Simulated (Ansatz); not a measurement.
Crystal: Sn.

```
CELL_PARAMETERS angstrom
-2.94014 2.94014 1.59930
2.94014 -2.94014 1.59930
2.94014 2.94014 -1.59930
ATOMIC_POSITIONS crystal
Sn 0.00000 0.00000 0.00000
Sn 0.75000 0.25000 0.50000
```

| Item | Value |
| --- | --- |
| Program | Ansatz 0.2.0 |
| Task | relaxation of cell and atoms |
| Functional | revPBE |
| Dispersion | D3(BJ) |
| Potentials or basis | all-electron LAPW, scalar-relativistic |
| Basis error allowed | 0.001 eV/atom |
| k mesh | 9 × 9 × 9 |
| Occupations | fermi-dirac, width 0.05 eV |
| Spin | no spin polarisation |

At the start: volume 27.65 Å³/atom.

How do energy, volume and symmetry change on relaxing?

Over 5 steps the energy falls by 4.5 meV/atom and the volume is 26.80 Å³/atom (-3.1 %); space group I4_1/amd (No. 141, to 0.05 Å).

The path:
```tsv
step	energy change (eV)	largest force (eV/Å)	volume (Å³)
1	0.0000	0.0000	55.30
2	-0.0078	0.0000	53.02
3	-0.0090	0.0000	53.63
4	-0.0090	0.0000	53.60
5	-0.0090	0.0000	53.60
```

Final structure:
```
Sn
1.0
    -2.91640    2.91640    1.57549
     2.91640   -2.91640    1.57549
     2.91640    2.91640   -1.57549
Sn
2
Direct
  0.00000 0.00000 0.00000
  0.75000 0.25000 0.50000
```
